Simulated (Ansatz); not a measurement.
# NbP (I4_1md) in Ansatz: a series of runs, part 2 of 3

Ansatz 0.2.0. Earlier steps stand in the parts before.

**4. Band structure, LDA+U**

Input file input.yaml:

```yaml
crystal:
  lattice:
    - [-1.6749232544, 1.6749232544, 5.7401081759]
    - [1.6749232544, -1.6749232544, 5.7401081759]
    - [1.6749232544, 1.6749232544, -5.7401081759]
  atoms:
    - { symbol: Nb, position: [0.2498808, 0.7498808, 0.5] }
    - { symbol: Nb, position: [0.4998808, 0.4998808, 0.0] }
    - { symbol: P, position: [0.83274777, 0.33274777, 0.5] }
    - { symbol: P, position: [0.08274777, 0.08274777, 0.0] }
hamiltonian:
  xc: lda
  pseudopotentials: { kind: paw }
  hubbard: { sites: [{ species: Nb, l: d, u_eff: 8.0 }] }
kpoints:
  mp_grid: { grid: [11, 11, 11] }
  band_path:
    path:
      - [[0.0, 0.0, 0.0], [-0.5, 0.5, 0.0], [-0.5, 0.5, -0.0425715708], [-0.2712857854, 0.2712857854, -0.2712857854], [0.0, 0.0, 0.0], [0.5, 0.5, -0.5], [0.2712857854, 0.7287142146, -0.7287142146], [0.0, 0.5, -0.5], [-0.25, 0.75, -0.25], [0.0425715708, 0.9574284292, -0.5], [0.5, 0.5, -0.5]]
      - [[-0.5, 0.5, 0.0], [-0.25, 0.75, -0.25]]
    npoints: 14
scf:
  occupations: { method: fermi_dirac, width: 0.05 }
  n_extra_bands: 10
output:
  forces: true
  stress: true
  eigenvalues: true
  fatbands: false
  write_density: true
  write_potential: true
  elf: true
  volumetric_format: npy
```

Potentials or basis: Ansatz PAW.

On the command line:

```sh
> ansatz run input.yaml --threads 2 --pin off --max-ram 5632MiB --backend cpu --events-out ev --progress --plain --runs-dir out
```

The log of the run:

```text
Warning: RAYON_NUM_THREADS=2 ignored (pool sized by the plan → 2); use --threads N
basis.fft_grid_basis auto: the FFT boxes are laid along the combinations [[1, -1, 0], [0, 1, 0], [1, 0, 1]] of the cell's own vectors, 4.737, 6.210 and 3.350 Å long. The dense box has 32×45×24 points. Along the cell's own vectors, as sized, it would have 45×45×45, 2.64 times as many. Of the 8 symmetry operations that the crystal satisfies within crystal.symmetry.tolerance (time reversal apart; of a slab, those that keep its plane) the dense box along the cell's own vectors carries 8, and the one as laid loses 7 of those. basis.fft_grid_basis: typed keeps the cell's own vectors: state it where this run's energies or levels are differenced outside the engine with another run's, or held beside a run that keeps those vectors. Those combinations have planes normal to reciprocal vector 3, as the cell's own vectors have. Each planar average written beside output.write_density, output.write_potential has a row for each plane of the box: 24. The volumetric files lie along those combinations, not along the cell's own vectors: a cube or XSF file states them, and fields.json those of NumPy files.
Nb: projections on atomic orbitals take those of the free atom [Ar 3d10] 4s2 4p6 4d4 5s1, of charge +0.00 (hamiltonian.pseudopotentials.projection_atoms); the dataset's partial waves leave at most 4.9e-6 of an orbital's norm unspanned inside its sphere
P: projections on atomic orbitals take those of the free atom [Ne] 3s2 3p3, of charge +0.00 (hamiltonian.pseudopotentials.projection_atoms); the dataset's partial waves leave at most 1.0e-7 of an orbital's norm unspanned inside its sphere
scf.n_extra_bands = 10 over 18 filled bands (N_el = 36.0): the run solves 28 bands
Engine: ansatz 0.2.0, aarch64-unknown-linux-gnu
Pseudopotentials: kind: paw
Pseudopotential: Nb, paw, valence charge 13, recommended cutoff 420 eV (normal), Nb.paw.azcp
Pseudopotential: P, paw, valence charge 5, recommended cutoff 420 eV (normal), P.paw.azcp
Functional definition: SPW92
  exchange = slater_x
  correlation = pw_c
Crystal: 4 atoms, lattice volume = 64.412 Å³
Basis set: ecut = 420 eV, 1231 PW (Γ), FFT grids on a1−a2, a2, a1+a3
Bands: 28, of which v1, the nominal top of the filled ones, is band 18 counted from 1 (17 counted from 0)
Symmetry: 8 space group operations
Space group: I41md (ITA 109), of the structure as read, at distance tolerance 4.0e-5 Å
k-points: 126 of 1331 (time reversal used)
Non-local potential: Nb, projectors of the file, l = 0: 3, l = 1: 2, l = 2: 2, l = 3: 1
Non-local potential: P, projectors of the file, l = 0: 2, l = 1: 2, l = 2: 2
PAW form: soft (Blöchl's): semilocal exchange-correlation on the pseudo side does not see the compensation charge
PAW frozen core: Nb, regenerated for the run's functional, and the local potential with it (the file was generated under x = pbe(κ = 0.804, μ = 0.2195149727645171), c = pbe(β = 0.06672455060314922))
PAW frozen core: P, regenerated for the run's functional, and the local potential with it (the file was generated under x = pbe(κ = 0.804, μ = 0.2195149727645171), c = pbe(β = 0.06672455060314922))
PAW one-centre angular grid: Nb, 590 points (default); XC on 64 Gauss nodes
[... 53 lines left out ...]
Free energy (F): -10322.282624 eV
Harris-Foulkes:  -10322.282624 eV  (|F-HF|=1.71e-8)
Internal energy: -10322.279659 eV  (E = F + TS)
E sigma→0 (E₀):  -10322.281141 eV
Entropy (-TS):   -0.002965 eV (-0.741 meV/atom)
Fermi energy:    14.922323 eV
--- Per-component energies (eV) ---
  E_band       = -153.337272
  E_kinetic    = 938.755011
  E_local      = -1744.271855  (includes V_loc(G=0)·N_el)
  E_nonlocal   = 318.907940
  E_hartree    = 562.261315
  E_xc         = -475.014447
  E_vxc        = -551.912726  (∫ρ·V_xc dr)
  E_hubbard    = 16.277133  (on-site DFT+U / exact-exchange correction)
  E_vhub       = -1.384095  (the Hubbard potential's part of the band-sum identity)
  E_paw        = -7010.427271  (= ΣΔE_a)
  E_vpaw       = -237.959164  (= ΣTr[D̂ρ^β])
  E_aug_tail   = 0.000020  (compensation charges beyond the density's cutoff)
  E_ewald      = -2929.853596
  E_core_change = 1.086092  (= ΣΔE_core)
  E_smearing   = -0.002965  (= −TS)
  E_closure    = 0.000000  (closes the sum)
  Σ components = -10322.282624   (vs F -10322.282624, Δ=0.00e0)
--- Forces (eV/Å), atoms counted from 1 ---
  atom   1  Nb     0.00000000     0.00000000     0.51894412
  atom   2  Nb    -0.00000000    -0.00000000     0.51894412
  atom   3  P      0.00000000     0.00000000    -0.51876024
  atom   4  P      0.00000000    -0.00000000    -0.51876024
  max |Σ_I F_I| component: 3.68e-4 eV/Å
--- Stress (GPa, compression-positive) ---
        6.781916      -0.000000      -0.000000
       -0.000000       6.781916       0.000000
       -0.000000      -0.000000      -0.189797
  P = ⅓ Tr σ = 4.4580 GPa (44.580 kbar)
--- Band table (eV; the first three rows and the last of 126) ---
  k-point 0: bands = ["-40.2796", "-40.2143", "-16.7293", "-16.7293", "-16.6033", "-16.2189", "-15.9468", "-15.9468", "2.0588", "4.7603", "8.9143", "11.9033", "11.9033", "12.4987", "13.0222", "13.0222", "13.3110", "14.4970", "16.2492", "17.0071", "17.2635", "17.2635", "18.4560", "18.6084", "18.7639", "18.7639", "20.5682", "21.1890"]
  k-point 1: bands = ["-40.2756", "-40.2178", "-16.7502", "-16.7482", "-16.5898", "-16.2231", "-15.9635", "-15.9621", "2.2762", "4.7881", "9.0242", "11.4932", "11.7948", "12.1808", "12.5935", "13.3341", "13.4334", "14.6771", "15.7016", "15.9200", "17.5368", "17.5598", "18.6229", "18.6585", "18.9451", "19.4681", "21.1935", "22.1457"]
  k-point 2: bands = ["-40.2638", "-40.2242", "-16.8048", "-16.7973", "-16.5523", "-16.2368", "-16.0061", "-16.0028", "2.8787", "4.8699", "9.3802", "10.5974", "10.9911", "11.9286", "12.0354", "13.4458", "13.8187", "13.9107", "15.5361", "15.8228", "17.1849", "18.0897", "18.8090", "19.2240", "19.3931", "20.3677", "22.4463", "22.7088"]
  k-point 125: bands = ["-40.2546", "-40.2520", "-16.7520", "-16.7279", "-16.4133", "-16.4066", "-15.9636", "-15.9433", "3.1956", "3.2086", "10.8353", "11.3187", "11.4671", "11.7887", "12.6143", "13.1698", "13.9737", "14.6022", "15.5414", "15.7305", "16.5694", "17.0566", "18.9259", "19.3325", "19.4595", "19.8668", "21.5151", "22.0582"]
Occupation matrices written to <dir>
```

rho_z.tsv:

```text
# z_ang	rho[e/angstrom^3]
# format = ansatz-planar-average/11
# lattice	-1.674923254	1.674923254	5.740108176
# lattice	1.674923254	-1.674923254	5.740108176
# lattice	1.674923254	1.674923254	-5.740108176
# sites	4
# site	41	1.674923254	0.000000000	2.868685646
# site	41	0.000000000	0.000000000	5.738739734
# site	15	0.000000000	1.674923254	3.820016390
# site	15	0.000000000	0.000000000	0.949962302
0.000000	5.750670e-1
0.258735	5.741380e-1
0.517470	5.703454e-1
0.776204	5.622308e-1
1.034939	5.507835e-1
1.293674	5.403254e-1
1.552409	5.360636e-1
1.811144	5.403254e-1
2.069879	5.507835e-1
2.328613	5.622308e-1
2.587348	5.703454e-1
2.846083	5.741380e-1
3.104818	5.750670e-1
3.363553	5.741380e-1
3.622288	5.703454e-1
3.881022	5.622308e-1
4.139757	5.507835e-1
4.398492	5.403254e-1
4.657227	5.360636e-1
4.915962	5.403254e-1
5.174697	5.507835e-1
5.433431	5.622308e-1
5.692166	5.703454e-1
5.950901	5.741380e-1
```

It took 1.7 min on 2 threads of Arm Neoverse V1, shared host; peak memory 0.65 GiB.

Results:

| Property | Result |
| --- | --- |
| Free energy | -10322.2826 eV |
| Pressure | 4.5 GPa |
| Largest force | 0.519 eV/Å |
| Band gap along the path | none (metal or under the smearing width) |

Forces in eV/Å, atoms in the order of the input:
```
Nb   0.000  0.000  0.519
Nb   0.000  0.000  0.519
P    0.000  0.000 -0.519
P    0.000  0.000 -0.519
```

Levels at the corners of the path, in eV from the Fermi level:
```csv
point,band 16,band 17,band 18,band 19,band 20,band 21
Γ,-1.90,-1.61,-0.43,1.33,2.08,2.34
X,-3.24,-1.13,-1.13,3.49,3.49,3.99
Y,-3.21,-1.16,-1.16,3.38,3.38,3.91
S,-2.00,-1.72,-1.52,0.85,1.23,2.32
Γ,-1.90,-1.61,-0.43,1.33,2.08,2.34
Z,-1.91,-0.65,-0.65,0.98,0.98,1.68
S1,-2.00,-1.72,-1.52,0.85,1.23,2.32
N,-2.21,-1.48,-1.47,0.92,1.07,2.18
P,-3.27,-1.13,-1.13,3.48,3.48,4.05
Y1,-3.21,-1.16,-1.16,3.38,3.38,3.91
Z,-1.91,-0.65,-0.65,0.98,0.98,1.68
X,-3.24,-1.13,-1.13,3.49,3.49,3.99
P,-3.27,-1.13,-1.13,3.48,3.48,4.05
```

Eigenvalues of the final occupation matrices:
```csv
site,spin,trace,eigenvalues
site 1,1,2.12,0.20 0.36 0.38 0.39 0.80
site 2,1,2.12,0.20 0.36 0.38 0.39 0.80
```

Caveat: the magnetic or orbital state may not be the lowest; U without spin polarisation on a metal has little footing; the PAW data sets come from PBE, with cores solved anew for the run's functional, which leaves a small shift of forces and pressure; the U is typed as a test and isn't derived for this compound.

(Part 2 of 3 ends here.)
